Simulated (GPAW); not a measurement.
# MgS (F-43m) in GPAW: further runs

One crystal, MgS, is run at these levels: r2SCAN, PBEsol, LDA; tasks: one-shot levels on a semilocal density, dielectric tensor, RPA correlation energy.

Program: GPAW 26.7.0. These are calculated values, not measurements. Logs are shortened: lines on timing, memory, paths and dates and some standing lists are left out, and cuts for length are marked. The log counts tension as positive stress, the text compression.

## (1) The structure

The structure is cubic, space group F-43m (No. 216). The conventional cell has a = 5.666 Å, b = 5.666 Å, c = 5.666 Å, α = 90.00°, β = 90.00°, γ = 90.00°. S (site symmetry -43m) is surrounded by 4 Mg at 2.45 Å. Around Mg (site symmetry -43m) lie 4 S at 2.45 Å.

The cell comes from a database or a generator and needn't be the stable form of this composition.

## (2) One-shot levels on a semilocal density, r2SCAN

The input, run.py:

```python
import numpy as np
from ase.dft.bandgap import bandgap
from ase.io import read, write
from ase.units import Ha
from gpaw import GPAW, PW
from gpaw.hybrids.energy import non_self_consistent_energy
from gpaw.new.pw.nschse import non_self_consistent_matrix_elements

atoms = read('MgS.cif')

calc = GPAW(mode=PW(550),
            xc='MGGA_X_R2SCAN+MGGA_C_R2SCAN',
            kpts={'size': (5, 5, 5), 'gamma': True},
            occupations={'name': 'fermi-dirac', 'width': 0.001},
            nbands=16,
            convergence={'density': 1e-06, 'bands': 14},
            maxiter=150,
            txt='gpaw.txt')
atoms.calc = calc
energy = atoms.get_potential_energy()
calc.write('gs.gpw')
write('result.traj', atoms)
print(f'Energy: {energy:.6f} eV')
print('Fermi level:', round(calc.get_fermi_level(), 4), 'eV')
print(f'Gap: {bandgap(calc)[0]:.4f} eV, direct: {bandgap(calc, direct=True)[0]:.4f} eV')

calc.write('wfs.gpw', mode='all')
eps = calc.eigenvalues()
free = calc.get_potential_energy(force_consistent=True)
semilocal_x = free + calc.get_xc_difference('MGGA_X_R2SCAN')  # without correlation
exact_x = non_self_consistent_energy(calc, 'EXX').sum()
h_x = non_self_consistent_matrix_elements(GPAW('wfs.gpw').dft, 'MGGA_X_R2SCAN')
h_exx = non_self_consistent_matrix_elements(GPAW('wfs.gpw').dft, 'EXX')
shift = np.einsum('sknn->skn', h_exx - h_x).real * Ha
np.savetxt('shift.dat', shift[..., :14].reshape((-1, 14)), fmt='%.4f')
occupied = eps < calc.get_fermi_level()
for name, a in {'r2SCAN0': 0.25, 'r2SCANh': 0.1, 'r2SCAN50': 0.5}.items():
    levels = (eps + a * shift)[..., :14]
    gap = levels[~occupied[..., :14]].min() - levels[occupied[..., :14]].max()
    print(f'{name}: share {a}, energy {free + a * (exact_x - semilocal_x):.6f} eV, gap {gap:.4f} eV')
```

The input, MgS.cif:

```cif
data_MgS
_cell_length_a 4.00663679
_cell_length_b 4.00663679
_cell_length_c 4.00663679
_cell_angle_alpha 60.00000000
_cell_angle_beta 60.00000000
_cell_angle_gamma 60.00000000
_space_group_name_H-M_alt 'P1'
_space_group_name_Hall 'P 1'
_space_group_IT_number 1
loop_
_space_group_symop_operation_xyz
'x,y,z'
loop_
_atom_site_label
_atom_site_type_symbol
_atom_site_symmetry_multiplicity
_atom_site_Wyckoff_symbol
_atom_site_fract_x
_atom_site_fract_y
_atom_site_fract_z
_atom_site_occupancy
S1 S 1 a 0.2500000000 0.2500000000 0.2500000000 1
Mg1 Mg 1 a 0.0000000000 0.0000000000 0.0000000000 1
```

Potentials or basis: GPAW PAW data sets (gpaw-data 1.2.1), pw.

Run with:

```console
OMP_NUM_THREADS=1 python run.py
```

gpaw.txt:

```text
__  _  _
 | _ |_)|_||  |
 |__||  | ||/\| - 26.7.0

Input parameters:
  mode=PW(ecut=550.0),
  convergence={'density': 1e-06, 'bands': 14},
  kpts=MonkhorstPack(size=(5, 5, 5), gamma=True),
  maxiter=150,
  nbands=16,
  occupations=Occupations(name='fermi-dirac', width=0.001),
  xc=XC(name='MGGA_X_R2SCAN+MGGA_C_R2SCAN')

Diagonalizing LCAO Hamiltonian
Converting LCAO to pw mode

             S
       Mg

Atoms  # Å, Bohr magnetons
|   | symbol |        x |        y |        z |    initial magnetic moments |
|---|--------|----------|----------|----------|-----------------------------|
| 0 |      S | 2.003318 | 1.156616 | 0.817851 | ( 0.0000,  0.0000,  0.0000) |
| 1 |     Mg | 0.000000 | 0.000000 | 0.000000 | ( 0.0000,  0.0000,  0.0000) |

Unit cell  # Å
| periodic |        x |        y |        z |  lengths |    angles |
|----------|----------|----------|----------|----------|-----------|
|      yes | 4.006637 | 0.000000 | 0.000000 | 4.006637 | 60.000000 |
|      yes | 2.003318 | 3.469849 | 0.000000 | 4.006637 | 60.000000 |
|      yes | 2.003318 | 1.156616 | 3.271405 | 4.006637 | 60.000000 |

Number of symmetries: 24
Symmetry operations  # r_c * U_cc + t_c -> r_c
|    | kind |            matrix            |
|----|------|------------------------------|
|  0 |  E   |  1, 0, 0,  0, 1, 0,  0, 0, 1 |
|  1 |  σ   |  1, 0, 0,  0, 0, 1,  0, 1, 0 |
|  2 |  σ   |  1, 0,-1,  0, 1,-1,  0, 0,-1 |
|  3 |  C3  |  1, 0,-1,  0, 0,-1,  0, 1,-1 |
|  4 |  C3  |  1,-1, 0,  0,-1, 1,  0,-1, 0 |
|  5 |  σ   |  1,-1, 0,  0,-1, 0,  0,-1, 1 |
|  6 |  σ   |  0, 1, 0,  1, 0, 0,  0, 0, 1 |
|  7 |  C3  |  0, 1, 0,  0, 0, 1,  1, 0, 0 |
|  8 |  C2  |  0, 1,-1,  1, 0,-1,  0, 0,-1 |
|  9 |  S4  |  0, 1,-1,  0, 0,-1,  1, 0,-1 |
| 10 |  C3  |  0, 0, 1,  1, 0, 0,  0, 1, 0 |
| 11 |  σ   |  0, 0, 1,  0, 1, 0,  1, 0, 0 |
| 12 |  S4  |  0, 0,-1,  1, 0,-1,  0, 1,-1 |
| 13 |  C3  |  0, 0,-1,  0, 1,-1,  1, 0,-1 |
| 14 |  S4  |  0,-1, 1,  1,-1, 0,  0,-1, 0 |
| 15 |  C2  |  0,-1, 1,  0,-1, 0,  1,-1, 0 |
| 16 |  C3  |  0,-1, 0,  1,-1, 0,  0,-1, 1 |
| 17 |  S4  |  0,-1, 0,  0,-1, 1,  1,-1, 0 |
| 18 |  S4  | -1, 1, 0, -1, 0, 1, -1, 0, 0 |
| 19 |  C3  | -1, 1, 0, -1, 0, 0, -1, 0, 1 |
| 20 |  C3  | -1, 0, 1, -1, 1, 0, -1, 0, 0 |
| 21 |  S4  | -1, 0, 1, -1, 0, 0, -1, 1, 0 |
| 22 |  σ   | -1, 0, 0, -1, 1, 0, -1, 0, 1 |
| 23 |  C2  | -1, 0, 0, -1, 0, 1, -1, 1, 0 |

BZ-sampling:
  Number of BZ points: 125
  Number of IBZ points: 10

  Monkhorst-Pack size: [5, 5, 5]
  Monkhorst-Pack shift: [0, 0, 0]

K-points  # in reciprocal-cell coordinates
|   |                                coordinates |     weight |
|---|--------------------------------------------|------------|
| 0 | (  0.00000000,   0.00000000,   0.00000000) | 0.00800000 |
| 1 | (  0.20000000,   0.20000000,   0.00000000) | 0.04800000 |
| 2 | (  0.20000000,   0.20000000,   0.20000000) | 0.06400000 |
| 3 | (  0.40000000,   0.20000000,  -0.20000000) | 0.19200000 |
| 4 | (  0.40000000,   0.20000000,   0.20000000) | 0.09600000 |
| 5 | (  0.40000000,   0.40000000,  -0.40000000) | 0.19200000 |
| 6 | (  0.40000000,   0.40000000,  -0.20000000) | 0.09600000 |
| 7 | (  0.40000000,   0.40000000,   0.00000000) | 0.04800000 |
| 8 | (  0.40000000,   0.40000000,   0.20000000) | 0.19200000 |
| 9 | (  0.40000000,   0.40000000,   0.40000000) | 0.06400000 |

Plane wave coefficients: 1363
Cutoff: 550.0 eV

Spin-components: 1 (collinear spins)
Bands:           16
Projectors:      10
Spin-degeneracy: 2
Datatype:        complex128

Parallelization:
  kpt:    1
  domain: 1
  band:   1

Density:
  Valence electrons: 16.0
  Components: 1
  Grid points: [24 24 24]
  Charge: 0.0  # |e|

Potential:
  Grid points: [24 24 24]

species:
  S:
    name:    Sulfur
    Z:       16.0
    valence: 6
    core:    10
    charge:  0.0  # [|e|]
    compensation charges:
      type: gauss
      rc: 0.24  # [Å]
      lmax: 2
    cutoffs:
      filter: 1.77  # [Å]
      core: 1.66  # [Å]
    projectors
    | kind |    occ | energy [eV] | rcut [Å] |
    |------|--------|-------------|----------|
    |   3s |  2.000 |     -17.254 |    0.974 |
    |   3p |  4.000 |      -7.008 |    0.979 |
    |    s |        |       9.957 |    0.974 |
    |    p |        |      20.203 |    0.979 |
    |    d |        |       0.000 |    0.900 |

    Using partial waves for S as LCAO basis

  Mg:
    name:    Magnesium
    Z:       12.0
    valence: 10
    core:    2
    charge:  0.0  # [|e|]
    compensation charges:
      type: gauss
      rc: 0.33  # [Å]
      lmax: 2
    cutoffs:
      filter: 1.86  # [Å]
      core: 0.54  # [Å]
    projectors
    | kind |    occ | energy [eV] | rcut [Å] |
    |------|--------|-------------|----------|
    |   2s |  2.000 |     -79.840 |    1.090 |
    |   3s |  2.000 |      -4.705 |    1.090 |
    |   2p |  6.000 |     -46.613 |    1.085 |
    |   3p |  0.000 |      -1.330 |    1.085 |
    |    d |        |       0.000 |    1.037 |

    Using partial waves for Mg as LCAO basis

Reference energy: -16307.264786  # eV

eigensolver:
  PPCG
  Converge bands: 14
  niter=2

density mixing:
  MSR1-Mixer
  Pratt-step length: 0.05
  Maximum mixing coefficient: 0.75
  Old densities: 10
  SVD Regularization: 0.005
  Good broyden scale: 1.0
  Trust region scale: 1.0
  Backstep threshold: 4.0
  History deletion threshold: 6.0
  Fourier metric: weight=20.0, sigma=0.015

occupation numbers:
  Fermi-Dirac:
    width: 0.0010  # eV

poisson solver:
  ecut: 4400.0  # eV

xc functional:
  name: MGGA_X_R2SCAN+MGGA_C_R2SCAN with 2 nearest neighbor stencil

convergence criteria:
- Maximum integral of absolute [dens]ity change: 1e-06 electrons / valence electron
- Maximum [total energy] change in last 3 cyles: 0.0005 eV / valence electron
- Maximum integral of absolute [eigenst]ate change: 4e-08 eV^2 / valence electron
maximum number of iterations: 150

SCF iterations
|iter     | |      energy | eigst |  dens |
|---------|-|-------------|-------|-------|
|iter:   1| |  -18.238314 | +1.89 |       |
|iter:   2| |  -15.520889 | +0.70 | -1.09 |
|iter:   3| |  -33.252305 | +0.48 | -1.09 |
|iter:   4| |  -15.828077 | +0.48 | -0.33 |
|iter:   5| |  -15.331450 | -0.87 | -1.31 |
|iter:   6| |  -15.331761 | -0.86 | -2.46 |
|iter:   7| |  -15.331961c| -1.59 | -2.78 |
|iter:   8| |  -15.331963c| -2.91 | -3.57 |
|iter:   9| |  -15.331963c| -4.00 | -4.06 |
|iter:  10| |  -15.331964c| -5.28 | -4.75 |
|iter:  11| |  -15.331964c| -6.28 | -5.38 |
|iter:  12| |  -15.331964c| -7.66c| -6.18c|

Converged in 12 steps
Energy contributions relative to reference atoms: (reference = -16307.264786)

Energy contributions:
  Kinetic:          10.375368
  Coulomb:          -8.875237
  Zero:             -0.106527
  External:          0.000000
  Xc:              -16.725568
  Entropy:          -0.000000
  Spinorbit:         0.000000
  ----------------------------
  Free energy:     -15.331964
  Extrapolated:    -15.331964

dipole moment: (-15.101795, -8.719025, -6.165282)  # |e|*Ang

Fermi level: 5.551
Eigenvalues  # (at kpt = [0.000, 0.000, 0.000])
| band index |      eig [eV] | occ [0-2] |
|------------|---------------|-----------|
|          0 |       -75.211 |     2.000 |
|          1 |       -40.336 |     2.000 |
|          2 |       -40.336 |     2.000 |
|          3 |       -40.336 |     2.000 |
|          4 |       -10.264 |     2.000 |
|          5 |         1.462 |     2.000 |
[... 8 lines left out ...]
|         14 |        16.213 |     0.000 |
|         15 |        16.258 |     0.000 |

Gap: 4.131 eV
Transition (v -> c):
  (s=0, k=0, n=7, [0.00, 0.00, 0.00]) -> (s=0, k=0, n=8, [0.00, 0.00, 0.00])
No difference between direct/indirect transitions
# Writing to gs.gpw (mode='')

# Writing to wfs.gpw (mode='all')
```

It took 4.1 min on 1 thread of Arm Neoverse V1, shared host; peak memory 0.45 GiB.

What came out:

```
Free energy            : -15.3320 eV
Band gap on the k mesh : 4.13 eV, direct
```

Band gaps from one-shot exact exchange on these states (eV): r2scan0 5.57, r2scanh 4.71, r2scan50 7.01

Caveat: the k mesh is coarse; energy and the plain gap are those of the semilocal run; the hybrids' values are one shot on its orbitals and mesh; the PAW data sets were made with another functional, which shifts forces and pressure a little. r2SCAN opens gaps a little over a GGA but as a rule still falls short of measured ones.

(Continued in part 2 of 2.)
